Each cell in this table was sized with one density functional, r2SCAN, and then handed unchanged to another, PBE. The pressure is what PBE makes of that size. A positive value means that the PBE energy would fall if the cell grew, a negative one that it would fall if the cell shrank. No outside load is involved.

Rocksalt-type compounds (space group Fm-3m), computed with PBE in two plane-wave PAW programs, VASP 6.6.1 and Ansatz 0.2.0, each with its own datasets and cutoff (520 eV in VASP). The cells were relaxed with r2SCAN and then held fixed, without spin polarisation and with Fermi-Dirac smearing of 0.02 eV. A positive pressure means that the cell tends to expand.

```
formula  element on site A  Z A  element on site B  Z B  volume per atom (Å³)  shortest distance (Å)  VASP k mesh  pressure VASP (GPa)  pressure Ansatz (GPa)  VASP valence electrons  Ansatz valence electrons  pressure Ansatz less pressure VASP (GPa)
     BP                  B    5                  P   15                 10.01                  2.155     10×10×10                -0.05                   0.19                       8                         8                                      0.24
    AlN                 Al   13                  N    7                  8.23                  2.019     10×10×10                 6.13                   6.42                       8                         8                                      0.29
   GaAs                 Ga   31                 As   33                 18.92                  2.664        8×8×8                 3.03                   2.83                      18                        28                                     -0.20
   InAs                 In   49                 As   33                 22.94                  2.841        8×8×8                 2.55                   2.47                      18                        28                                     -0.08
   InSb                 In   49                 Sb   51                 28.16                  3.042        8×8×8                 1.75                   1.78                      18                        28                                      0.03
```

The questions follow the rows downwards and then turn to the columns that compare the two programs.

1. First row, BP: does PBE want this cell larger or smaller?

The two programs give opposite answers. VASP finds −0.05 GPa, a slight wish to shrink, and Ansatz finds 0.19 GPa, a slight wish to grow. The sign is therefore not settled. What both values do say is that the r2SCAN cell is already very close to the size that PBE prefers.

How close can be judged from the stiffness. Rocksalt BP has a bulk modulus of very roughly 160 GPa, a recalled value. A pressure change of 0.24 GPa, the whole gap between the programs, then corresponds to about 0.05 % of the cell edge. The disagreement over the sign is real, but as a length it hardly matters.

2. Second row, AlN: what does the largest pressure in the table mean as a length?

Here both programs agree that the cell is too small for PBE, with pressures a little above 6 GPa. That is the usual direction, since PBE tends to give longer bonds than r2SCAN. The expansion that would bring the pressure to zero follows from the bulk modulus B, which is the pressure change per relative change of volume. A cubic cell spreads a small volume change equally over three directions, so the relative change of its edge a is a third of that of its volume:

Δa/a ≈ P/(3B)

For AlN, B is roughly 250 GPa, again recalled. The VASP pressure gives

Δa/a ≈ 6.13/(3 × 250) ≈ 0.008

or about 0.8 %. The shortest Al–N distance of 2.02 Å would grow by about 0.02 Å. The largest pressure in the table is thus a modest mismatch between two functionals, seen through a stiff crystal.

3. Third row, GaAs: the pressure is half that of AlN, so does its cell suit PBE better?

It suits PBE worse. Rocksalt GaAs is much softer, with a bulk modulus of roughly 70 GPa (recalled), so its 3 GPa corresponds to an expansion of about 1.4 %. Pressure measures the mismatch multiplied by the stiffness, and between these two rows the stiffness changes more than the pressure does. The exact bulk moduli are not critical here: GaAs would need about half the stiffness of AlN for the two misfits to be equal. Whoever ranks the cells by pressure alone puts AlN and GaAs in the wrong order of misfit.

The difference in stiffness has a plain origin. Both compounds bind with eight s and p electrons per pair of atoms, but AlN packs them into less than half the volume. More bonding energy per unit of volume means more resistance to a change of volume. The same reasoning makes compounds of small, strongly bound atoms show large pressures for small errors of length.

The GaAs of this row isn't the familiar semiconductor. At ambient pressure GaAs has the zincblende structure with four neighbours per atom, whereas here each atom has six, and the bands from VASP overlap as in a metal. The strain found here should not be carried over to the ordinary crystal. The same holds for the other rows: at ambient pressure BP, InAs and InSb are zincblende too, and AlN is wurtzite.

4. From GaAs down to InSb: why does the pressure fall when heavier atoms are put in?

Replacing Ga by In in the arsenide lowers the pressure by 0.48 GPa in VASP and 0.36 GPa in Ansatz. Replacing As by Sb in the indium compound lowers it further, by 0.80 and 0.69 GPa. The programs agree on the direction of both steps and, within 0.12 GPa, on their size. Each step also enlarges the cell, and the volume itself enters the pressure.

With E the energy and V the volume, both per atom, the pressure is

P = −dE/dV = −(1/V) dE/d ln V

The product PV is thus the energy gained per relative expansion. Its source can be named more closely. At the r2SCAN cell the r2SCAN energy has its minimum, so its own slope is practically zero. What remains is the slope of the difference between the two functionals:

PV ≈ −d(E_PBE − E_r2SCAN)/d ln V

The pressure therefore has two ingredients: how fast the disagreement between the functionals changes as the atoms move apart, and the volume over which that change is spread. With the VASP pressures the first ingredient is almost the same in GaAs and InAs, about 0.36 eV per atom. The larger volume alone would bring the GaAs pressure down to 3.03 × 18.92/22.94 ≈ 2.5 GPa, close to the InAs value of 2.55 GPa. From InAs to InSb the volume explains only part of the fall, because the first ingredient also shrinks, to about 0.31 eV per atom.

5. Back up the table: does this volume rule hold for the light compounds too?

The rule can be put to a test by treating PV as one constant. A least-squares fit to the VASP pressures of GaAs, InAs and InSb gives

P ≈ 56/V

with P in GPa and V in Å³ per atom. Within the fit it does worst for InSb, where it lies about 14 % above the calculated pressure.

AlN was not part of the fit, and its volume is far below those of the three heavy compounds. The rule gives 6.8 GPa for it, about 11 % above the VASP value. That is the size of pressure which its small volume would suggest, but a single hit may be luck, the more so as AlN is the only one of the five cells with a band gap in VASP.

BP breaks the rule completely. Its volume is about a fifth larger than that of AlN, and the rule asks for 5.6 GPa where the calculation finds almost nothing. In the terms of the equation above, the two functionals disagree in BP by an amount that scarcely changes with volume near this cell size. The sensible use of the rule is therefore limited: a larger atom lowers the pressure as long as the disagreement per atom changes at a similar rate when the cell expands, and BP shows that this condition can fail.

6. Across the columns: do the extra valence electrons in Ansatz cause the difference between the programs?

In GaAs VASP treats 18 electrons as valence and Ansatz 28. The ten extra electrons fit the filled 3d shell of As, which VASP keeps frozen in the core. A frozen shell cannot adjust when neighbouring atoms come closer, so in principle the choice can alter the pressure. GaAs does show a difference, with Ansatz lower by 0.20 GPa.

AlN is the useful comparison. Both programs treat eight electrons there, and yet they differ by 0.29 GPa, more than in any other row. BP, also with equal counts, comes second. Unequal valence is thus not needed for a pressure difference of this size. It isn't ruled out as a cause either: multiplied by the volume, the difference is largest in GaAs, 0.024 eV per atom against 0.015 eV in AlN and BP. But InAs and InSb also have ten extra electrons in Ansatz, and they show the smallest differences of all, −0.08 and 0.03 GPa, so the extra electrons don't set the size of the difference by themselves. The share of the extra electrons in GaAs would show if the As 3d shell were frozen and then released within one program, with everything else kept the same.

7. What would change if the VASP cutoff were raised?

A plane-wave program usually computes the pressure as if the number of plane waves stayed fixed while the cell changes size. That number grows as the volume times the cutoff energy to the power 3/2. When the cell expands with a fixed number of waves, the effective cutoff falls, the basis becomes poorer and the energy rises a little. This artificial rise opposes expansion, so the computed pressure comes out too low by

ΔP = (2/3)(1/V) |dE/d ln E_cut|

where E_cut is the cutoff energy. A higher cutoff should therefore raise the computed pressure, by an amount that shrinks as the basis becomes complete. Ansatz contains a correction for its finite basis. If VASP's pressure for AlN still carries such an error, that would help to explain why it is the lower of the two.

The idea can be given a number to be tested against. Suppose that it accounts for the whole difference in AlN. Since 1 eV/Å³ is about 160 GPa, the difference times the volume is

0.29 × 8.23/160 ≈ 0.015 eV per atom

The slope |dE/d ln E_cut| would have to be 3/2 of this. A cutoff higher by 10 % would then, to first order, lower the energy by

1.5 × 0.015 × ln 1.1 ≈ 0.002 eV per atom

The slope usually weakens as the cutoff rises, so a fair test takes two VASP runs on AlN on either side of 520 eV, for example at 495 and 545 eV, which are also about a tenth apart. A fall of about 2 meV per atom would make the basis a sufficient cause, and a much smaller one would leave the datasets, or Ansatz's own basis and its correction, as possible causes. This comparison needs energies to which the program has added no correction of its own for the cutoff. The pressure offers a more direct test: if the basis in VASP is the whole cause, the pressure of AlN should rise by about 0.29 GPa once the cutoff is high enough for it to settle. In GaAs a rise of the VASP pressure would widen the difference between the programs, because there VASP already has the higher value. The basis in VASP is therefore at best part of the story for the table as a whole.

8. Which digits can be trusted?

The table prints hundredths of a GPa, but the programs already part in the tenths. Their root-mean-square difference over the five rows is 0.19 GPa. AlN is thus best quoted as a little over 6 GPa, GaAs as about 3 GPa and BP as zero within a few tenths. The small difference in InSb, 0.03 GPa, is no sign that this row is more accurate, since differences of opposite sign may cancel in it.

The order of the five pressures is safer than their last digits. It is the same in both programs, and its closest neighbours, GaAs and InAs, lie 0.36 GPa apart even in the program that separates them less. This supports the order for PBE at these cells, though the table doesn't test the k mesh, which can also shift the pressures of the four cells with overlapping bands. Two programs that share a functional also share its errors, so their agreement is no measure of how well PBE describes the crystals.

For work with such cells the most useful comparison is between the two kinds of change. In the four rows with a clear pressure, the difference between the programs is at most 7 % of the VASP pressure, and to first order the same percentage holds for the strains, whatever the bulk modulus. The change from r2SCAN to PBE thus disturbs these four cells at least about fifteen times as much as the change of program. BP is the exception, because there the change of functional leaves almost no pressure to compare with. A cell taken over from another functional should have its pressure checked before its energies are used, and be relaxed again if a misfit of about one per cent matters.
